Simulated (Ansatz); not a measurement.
TaC: pressure against volume per atom

Periodic Kohn-Sham DFT of a crystal at fixed atoms; pressure and stress are positive in compression; the energy is the free energy less that of spherical unpolarised free atoms; site moments are those in the method's own spheres, positive along +z. The results are calculated, by Ansatz 0.2.0.

Cell of the first row (space group Fm-3m, No. 225):
```
TaC
1.0
      0.0000     2.1819     2.1819
      2.1819     0.0000     2.1819
      2.1819     2.1819     0.0000
Ta C
1 1
Direct
  0.00000 0.00000 0.00000
  0.50000 0.50000 0.50000
```

Settings of every row: method frozen-core PAW; functional PBE; relativity scalar; k mesh 16x16x16; filling fermi-dirac; smearing width 0.05 eV; wave cutoff 420 eV; paw set soft_2.

Atom start moment: 0 on all atoms.

Limits: no spin-orbit coupling on heavy atoms.

| row | volume per atom (Å³) | pressure (GPa) |
| --- | --- | --- |
| 1 | 10.388 | 28.798 |
| 2 | 10.714 | 15.992 |
| 3 | 11.045 | 4.819 |
| 4 | 11.376 | ? |
| 5 | 11.708 | -12.976 |

Question: what pressure should row 4 give?

Worked fit of pressure. Take u = (V_r/V)^(2/3) − 1 with V_r = 10.88 Å³ an atom, which is twice the finite (Eulerian) strain; such expansions in the strain, on which the Birch-Murnaghan equation of state is built, carry the rest volume and the bulk modulus. The shown rows have u = 0.03133, 0.0103, -0.00998, -0.04772. Least squares give pressure = 10.176 + 551.045 × u + 1380.98 × u² GPa; a straight line predicts inner rows, each left out in turn, worse (root mean square 1.4 against 0.013 GPa). The rows lie off it by 0.002, -0.006, 0.005, -0.001 (root mean square 0.0041 GPa). The pressure vanishes at u = -0.0194, or V = 11.2 Å³ an atom, and there the bulk modulus at fixed shape and fractions is B = −V dP/dV = (2/3)(1 + u) dP/du = 325 GPa. The withheld row has u = -0.02928, so the fit gives 10.176 + 551.045 × (-0.02928) + 1380.98 × (-0.02928)² = -4.775 GPa.

The calculation gave -4.761 GPa. The fit lies 0.014 GPa (0.034 % of the column's range) below it; its largest miss of a shown row is 0.006 GPa.
